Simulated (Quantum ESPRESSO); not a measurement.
# FeO (Wuestite) under changes of volume

One of the cells (10.013 Å³/atom); the others are scaled copies at fixed shape and fractional positions:

```
CELL_PARAMETERS angstrom
0.00000 2.15540 2.15540
2.15540 0.00000 2.15540
2.15540 2.15540 0.00000
ATOMIC_POSITIONS crystal
Fe 0.00000 0.00000 0.00000
O 0.50000 0.50000 0.50000
```

| Quantity | Value |
| --- | --- |
| Program | Quantum ESPRESSO 7.5 |
| Functional | LDA |
| Potentials or basis | GBRV 1.5 LDA |
| Cutoff | 762 eV |
| Density cutoff | 6095 eV |
| k mesh | 11 × 11 × 11 |
| Occupations | fermi-dirac, width 0.05 eV |
| Spin | collinear spin, ferromagnetic start |
| Starting moments | [3.0, 0.0] μB |

| volume (Å³/atom) | energy over the lowest point (meV/atom) | pressure (GPa) |
| --- | --- | --- |
| 9.413 | 0.00 | -4.2 |
| 9.613 | ? | ? |
| 9.813 | 20.07 | -12.1 |
| 10.013 | 37.17 | -15.5 |
| 10.214 | 58.25 | -18.4 |
| 10.414 | 82.85 | -21.1 |
| 10.614 | 110.63 | -23.4 |

Question: What does the run at 9.613 Å³/atom give?

Answer: Energy over the lowest point 7.47 meV/atom; pressure -8.3 GPa.

Worked out: A Birch-Murnaghan fit of order 3 (a polynomial in V^(-2/3)) to the other rows has its minimum at 9.25 Å³/atom, just outside them, with B0 = V·E''(V) = 229 GPa and B' = 4.3. It gives 7.54 meV/atom at 9.613 Å³/atom, against the run's 7.47, and -dE/dV = -8.1 GPa, against -8.3.

Energies are extrapolated to zero smearing.

Caveats: a cell with one magnetic atom can't hold antiferromagnetic order, which such compounds often take.
